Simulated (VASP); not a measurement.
**TaN: single point with PBE**

TaN:

```xyz
2
Lattice="2.9380 0.0000 0.0000 -1.4690 2.5444 0.0000 0.0000 0.0000 2.8830" Properties=species:S:1:pos:R:3 pbc="T T T"
Ta    0.0000    1.6963    1.4415
N     0.0000    0.0000    0.0000
```

```yaml
Program: VASP 6.6.1
Task: single point
Functional: PBE
Potentials_or_basis: VASP PAW PBE potentials, release 64 (Ta_pv, N)
Cutoff: 520 eV
k_mesh: 9 × 9 × 6
Occupations: gaussian, width 0.1 eV
Spin: no spin polarisation
Dipole_correction: no
Further_INCAR_settings: ALGO = Normal; EDIFF = 1e-06; NBANDS = 15
```

```yaml
Pressure: 5.4 GPa
Band_gap_on_the_k_mesh: none (metal or under the smearing width)
```

Stress tensor (GPa, compression positive):
```
5.17 0.00 0.00
0.00 5.17 0.00
0.00 0.00 5.86
```

Levels at points of the mesh, in eV from the Fermi level:
| k point | band 5 | band 6 | band 7 | band 8 | band 9 | band 10 | band 11 | band 12 |
| --- | --- | --- | --- | --- | --- | --- | --- | --- |
| (0.00, 0.00, 0.00) | -4.76 | -4.76 | -4.40 | -3.12 | 2.01 | 3.39 | 3.39 | 3.81 |
| (0.00, 0.00, 0.50) | -9.55 | -3.95 | -3.95 | -0.28 | -0.28 | 2.21 | 3.14 | 3.14 |

It took 12 s on 1 thread of Intel(R) Xeon(R) Platinum 8488C (Sapphire Rapids) (shared host), peak memory 0.14 GiB.

Caveat: the k mesh is coarse (spacing up to 0.36 Å⁻¹), so the values aren't converged. The run has no spin-orbit coupling, so splittings on Ta are missing.
